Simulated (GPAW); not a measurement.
MgI2:

```
I Mg
1.0
     4.14000    0.00000    0.00000
    -2.07000    3.58535    0.00000
     0.00000    0.00000    6.88000
I Mg
2 1
Direct
  0.66667 0.33333 0.75000
  0.33333 0.66667 0.25000
  0.00000 0.00000 0.00000
```

Base run:

| Quantity | Value |
| --- | --- |
| Program | GPAW 26.7.0 |
| Functional | AM05 |
| Potentials or basis | PAW data sets generated in the run's folder for this functional |
| Cutoff | 650 eV |
| Basis | pw |
| k mesh | 6 × 6 × 3 |
| Occupations | fermi-dirac, width 0.001 eV |
| Spin | no spin polarisation |

Its results: band gap on the k mesh 3.50 eV, indirect (least direct gap 3.63 eV); electronic dielectric tensor (diagonal) 4.15, 4.15, 3.74.

Problem. The run is repeated on the same cell with these changes: functional from AM05 to PBEsol. What comes out?

Solution. Band gap on the k mesh 3.43 eV, indirect (least direct gap 3.54 eV); electronic dielectric tensor (diagonal) 4.23, 4.23, 3.83.

Caveats: the long-wavelength limit can be off by a per cent or two; spin-orbit coupling is left out, which moves the levels of the heavy elements; an odd mesh through Γ misses points on the zone boundary, where band edges often lie.

Not every run made on this cell is shown here.
